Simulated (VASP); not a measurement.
# Which native defect does CuTe form most easily?, part 4 of 8

Aim: formation energies of the vacancies and antisites of CuTe, in the two limits of its composition. The start is a cell from a database of measured crystal structures.

VASP 6.6.1, plane waves and PAW; the level of theory is named at each step.

So far. Step 4 (Reference Cu): The run ended after 7 ionic steps, 0.013 eV below its first step, once forces and stress met EDIFFG = -0.02. Step 4 (Reference Cu): Energy at zero smearing: -4.31636 eV.

## 5. Reference Te

This step: PBEsol; plane waves and PAW (Te) (VASP 6.6.1).

System of this step: Te. The structure is trigonal, space group P3_121 (No. 152). Conventional cell: a = 4.601 Å, b = 4.601 Å, c = 5.900 Å, α = 90.00°, β = 90.00°, γ = 120.00°. Nearest to Te lie 2 Te at 2.84 Å.

The reference for Te is its crystal, relaxed at the cutoff of the large cell.

INCAR reads:

```
SYSTEM = Te
PREC = Normal
ENCUT = 300
EDIFF = 1E-05
NELM = 120
ISMEAR = 0
SIGMA = 0.1
LREAL = Auto
ALGO = Fast
GGA = PS
NBANDS = 15
LORBIT = 11
LWAVE = .FALSE.
LCHARG = .FALSE.
KPAR = 8
IBRION = 2
NSW = 25
ISIF = 3
EDIFFG = -0.02
POTIM = 0.4
```

POSCAR reads:

```
Te
1.0
    4.6013525159      0.0000000000      0.0000000000
   -2.3006762580      3.9848881706      0.0000000000
    0.0000000000      0.0000000000      5.9000620010
Te
3
Direct
    0.2566971700      0.0000000000      0.3333333300
    0.0000000000      0.2566971700      0.6666666700
    0.7433028300      0.7433028300      0.0000000000
```

KPOINTS reads:

```
Automatic mesh
0
Gamma
7 7 5
0 0 0
```

The projector-augmented-wave data sets are Te (PBE family, release 64).

Command:

```bash
$ mpirun -np 8 vasp_std
```

The log of the run:

```text
[banner, memory and clock lines left out]
running    8 mpi-ranks, on    1 nodes
 distrk:  each k-point on    1 cores,    8 groups
 distr:  one band on    1 cores,    1 groups

 POSCAR found type information on POSCAR Te
 POSCAR found :  1 types and       3 ions
 [... a notice as in an earlier step ...]

 [... a notice as in an earlier step ...]

 [... a notice as in an earlier step ...]

 LDA part: xc-table for (Slater+PW92), standard interpolation
 POSCAR, INCAR and KPOINTS ok, starting setup
 FFT: planning ... GRIDC
 FFT: planning ... GRID_SOFT
 FFT: planning ... GRID
 WAVECAR not read
 entering main loop
       N       E                     dE             d eps       ncg     rms          rms(c)
DAV:   1     0.541769091530E+02    0.54177E+02   -0.46638E+03   960   0.608E+02
DAV:   2    -0.709338431924E+01   -0.61270E+02   -0.58588E+02  1304   0.118E+02
DAV:   3    -0.104439613334E+02   -0.33506E+01   -0.33413E+01  1156   0.318E+01
DAV:   4    -0.105103085332E+02   -0.66347E-01   -0.66344E-01  1499   0.523E+00
DAV:   5    -0.105106299418E+02   -0.32141E-03   -0.32141E-03  1191   0.303E-01    0.118E+01
RMM:   6    -0.104726102961E+02    0.38020E-01   -0.20566E-02   960   0.747E-01    0.728E+00
RMM:   7    -0.104593303481E+02    0.13280E-01   -0.43400E-02   960   0.123E+00    0.205E-01
RMM:   8    -0.104587232953E+02    0.60705E-03   -0.66506E-03   960   0.564E-01    0.607E-02
RMM:   9    -0.104587875880E+02   -0.64293E-04   -0.84835E-04   975   0.241E-01    0.521E-02
RMM:  10    -0.104587906872E+02   -0.30992E-05   -0.13449E-04   964   0.974E-02    0.851E-03
RMM:  11    -0.104587947152E+02   -0.40279E-05   -0.42290E-05   781   0.505E-02
   1 F= -.10458795E+02 E0= -.10458795E+02  d E =-.104588E+02
 curvature:   0.00 expect dE= 0.000E+00 dE for cont linesearch  0.000E+00
 trial: gam= 0.00000 g(F)=  0.407E-02 g(S)=  0.432E-01 ort = 0.000E+00 (trialstep = 0.100E+01)
 search vector abs. value=  0.473E-01
 bond charge predicted
       N       E                     dE             d eps       ncg     rms          rms(c)
DAV:   1    -0.105605175586E+02   -0.10173E+00   -0.17153E+00   988   0.589E+00    0.136E+00
RMM:   2    -0.105097001582E+02    0.50817E-01   -0.64873E-02   960   0.142E+00    0.696E-01
RMM:   3    -0.104875915240E+02    0.22109E-01   -0.55367E-02   960   0.110E+00    0.504E-01
RMM:   4    -0.104879209783E+02   -0.32945E-03   -0.45901E-03   960   0.429E-01    0.506E-01
RMM:   5    -0.104879846400E+02   -0.63662E-04   -0.59967E-04   962   0.166E-01    0.516E-01
RMM:   6    -0.104883089875E+02   -0.32435E-03   -0.12688E-03   963   0.167E-01    0.686E-01
RMM:   7    -0.104986707476E+02   -0.10362E-01   -0.40727E-02  1303   0.882E-01    0.233E+00
RMM:   8    -0.104896361978E+02    0.90345E-02   -0.10356E-02  1243   0.471E-01    0.107E+00
RMM:   9    -0.104878590091E+02    0.17772E-02   -0.39443E-03  1030   0.276E-01    0.219E-01
RMM:  10    -0.104878718318E+02   -0.12823E-04   -0.28271E-04   961   0.955E-02    0.126E-01
RMM:  11    -0.104879067344E+02   -0.34903E-04   -0.27898E-05   696   0.406E-02    0.185E-01
RMM:  12    -0.104878693159E+02    0.37419E-04   -0.16553E-04   960   0.575E-02    0.917E-03
RMM:  13    -0.104878719724E+02   -0.26566E-05   -0.12774E-05   611   0.210E-02
   2 F= -.10487872E+02 E0= -.10487872E+02  d E =-.290773E-01
[... from here on, the cycles between the ionic steps are left out ...]
   3 F= -.10489039E+02 E0= -.10489039E+02  d E =-.302446E-01
   4 F= -.10517295E+02 E0= -.10517295E+02  d E =-.282560E-01
   5 F= -.10559257E+02 E0= -.10559256E+02  d E =-.702180E-01
   6 F= -.10543092E+02 E0= -.10543074E+02  d E =-.540528E-01
   7 F= -.10569404E+02 E0= -.10569401E+02  d E =-.803648E-01
   8 F= -.10569521E+02 E0= -.10569518E+02  d E =-.804818E-01
   9 F= -.10564693E+02 E0= -.10564689E+02  d E =0.482830E-02
  10 F= -.10575239E+02 E0= -.10575236E+02  d E =-.571834E-02
  11 F= -.10575243E+02 E0= -.10575239E+02  d E =-.572140E-02
  12 F= -.10573824E+02 E0= -.10573820E+02  d E =-.430278E-02
  13 F= -.10575242E+02 E0= -.10575238E+02  d E =-.572086E-02
 curvature:  -0.00 expect dE=-0.101E-06 dE for cont linesearch -0.112E-07
 ZBRENT: accuracy reached
 trial: gam=-0.02102 g(F)=  0.790E-04 g(S)=  0.730E-04 ort = 0.493E-03 (trialstep = 0.162E+01)
 search vector abs. value=  0.138E-03
 bond charge predicted
       N       E                     dE             d eps       ncg     rms          rms(c)
DAV:   1    -0.105754461692E+02   -0.20569E-03   -0.53763E-03  1037   0.388E-01    0.506E-02
RMM:   2    -0.105754337474E+02    0.12422E-04   -0.16719E-04   960   0.781E-02    0.255E-02
RMM:   3    -0.105754254330E+02    0.83144E-05   -0.30667E-05   792   0.345E-02
  14 F= -.10575425E+02 E0= -.10575420E+02  d E =-.183463E-03
 trial-energy change:   -0.000183  1 .order   -0.000183   -0.000230   -0.000137
 step:   4.0321(harm=  4.0321)  dis= 0.00360  next Energy=   -10.575527 (dE=-0.285E-03)
 reached required accuracy - stopping structural energy minimisation
```

The job ended after 9.4 s (8 MPI ranks of Intel Xeon 6975P-C (Granite Rapids), shared host; peak memory 1.2 GiB).

From OUTCAR (step 5):

```text
   k-points           NKPTS =     32   k-points in BZ     NKDIM =     32   number of bands    NBANDS=     15

   ENCUT  =  300.0 eV  22.05 Ry    4.70 a.u.   6.50  6.50  8.33*2*pi/ulx,y,z

   NELECT =      18.0000    total number of electrons

 E-fermi :   6.6177

 k-point     1 :       0.0000    0.0000    0.0000
  band No.  band energies     occupation
    ...
      5       3.9612      2.00000
      6       3.9612      2.00000
      7       4.7842      2.00000
      8       4.7842      2.00000
      9       5.4354      2.00000
     10       7.5513      0.00000
     11       7.5513      0.00000
     12       8.2394      0.00000
     13      11.3509      0.00000
     14      11.3509      0.00000
    ...

  Total        0.0189448      0.0189448     -0.0322160     -0.0000000      0.0000000      0.0000000
  in kB        0.3155540      0.3155540     -0.5366071     -0.0000000      0.0000000      0.0000000
  external PRESSURE =       0.0315003 kB  Pullay stress =       0.0000000 kB

 POSITION                                       TOTAL-FORCE (eV/Angst)
 -----------------------------------------------------------------------------------
      1.22658      0.00000      1.98809         0.016192      0.000000      0.000000
      3.70209      1.06225      3.97619        -0.008096      0.014023      0.000000
      1.54440      2.67498      0.00000        -0.008096     -0.014023     -0.000000
 -----------------------------------------------------------------------------------
    total drift:                                0.000005      0.000001      0.000000

  FREE ENERGIE OF THE ION-ELECTRON SYSTEM (eV)
  ---------------------------------------------------
  free  energy   TOTEN  =       -10.5754254330 eV

  energy  without entropy=      -10.5754148423  energy(sigma->0) =      -10.57542014

[... 1 part as in an earlier step ...]

[... 15 further parts left out ...]
```

CONTCAR:

```
Te
   1.00000000000000
     4.3153762671817582    0.0000000000035932    0.0000000000000000
    -2.1576881336346601    3.7372254743174422    0.0000000000000000
     0.0000000000000000    0.0000000000000000    5.9642784725772104
  Te
     3
Direct
     0.2842349201193616    0.0000000000000017    0.3333333300000021
     0.9999999999999990    0.2842349201193566    0.6666666699999979
     0.7157650798806391    0.7157650798806418    0.0000000000000000
```

The gap is read on the k-mesh alone, so it is an upper bound where the band edges lie off the mesh. After so large a change of volume the plane waves of the start cell no longer fit, so the final stress carries a basis-set error. The run keeps the 6 symmetry operations of its start, so it cannot find a distortion of lower symmetry.

Step by step:

```
step  energy less that of the first step (eV)  largest force (eV/Å)  pressure (GPa)  volume (Å³)
   1                                   0.0000                0.1876           -1.56       108.18
   2                                  -0.0291                0.3884            0.03       103.85
   3                                  -0.0302                0.4307            0.39       102.94
   4                                  -0.0585                0.3492            0.35       101.38
   5                                  -0.1005                0.1945            0.46        97.90
   6                                  -0.0843                0.0054            2.12        91.03
   7                                  -0.1106                0.1362            0.86        95.42
   8                                  -0.1107                0.1067            0.97        94.68
   9                                  -0.1059                0.0770           -1.34        98.40
  10                                  -0.1164                0.0222           -0.03        96.25
  11                                  -0.1164                0.0245           -0.04        96.22
  12                                  -0.1150                0.0623            0.49        95.45
  13                                  -0.1164                0.0261            0.02        96.18
  14                                  -0.1166                0.0162            0.00        96.19
```

```
conventional cell, symmetrised  before  after   change
                         a (Å)   4.601  4.315   -6.2 %
                         b (Å)   4.601  4.315   -6.2 %
                         c (Å)   5.900  5.964   +1.1 %
              volume (Å³/atom)   36.06  32.06  -11.1 %
```

The atoms that moved most (Å, as changes of fractional coordinates times the final cell):

```
atom      dx      dy     dz  length
 Te1   0.119   0.000  0.000   0.119
 Te3  -0.059  -0.103  0.000   0.119
 Te2  -0.059   0.103  0.000   0.119
```

The relaxed structure:

```cif
data_structure
_symmetry_space_group_name_H-M 'P 1'
_symmetry_Int_Tables_number 1
_cell_length_a 4.3154
_cell_length_b 4.3154
_cell_length_c 5.9643
_cell_angle_alpha 90.000
_cell_angle_beta 90.000
_cell_angle_gamma 120.000
_cell_volume 96.19
loop_
_atom_site_label
_atom_site_type_symbol
_atom_site_fract_x
_atom_site_fract_y
_atom_site_fract_z
_atom_site_occupancy
Te1 Te 0.28423 0.00000 0.33333 1
Te2 Te 0.00000 0.28423 0.66667 1
Te3 Te 0.71577 0.71577 0.00000 1
```

Numbers from this step:

```yaml
electronic_cycles: 95
electrons: 18
free_energy_toten: -10.58 eV
fermi_energy: 6.618 eV
labelled_metallic_from_the_levels_on_this_mesh: no
gap_on_the_k_mesh: 0.4639 eV
least_direct_gap_on_the_k_mesh: 0.5998 eV
```

The run ended after 14 ionic steps, 0.117 eV below its first step, once forces and stress met EDIFFG = -0.02.

Energy at zero smearing: -10.57542 eV.

(Continued in part 5 of 8.)

[Lines on the potential files, build, host, timing and source positions are cut from VASP's logs without a mark.]

[Logs are printed without paths, hosts, clocks, repeated set-up lines and the standing remarks that a program may print on its own settings, such as how far it seeks lower states.]

[Hosts, paths, dates, database ids (printed as entryN), source tags and the programs' standing remarks are cut or masked in the printed files.]

[In band tables of VASP the shares of atoms and orbitals are scaled to a sum of 1 inside the atoms' spheres.]

[Runs that stopped without an error message from VASP are left out.]
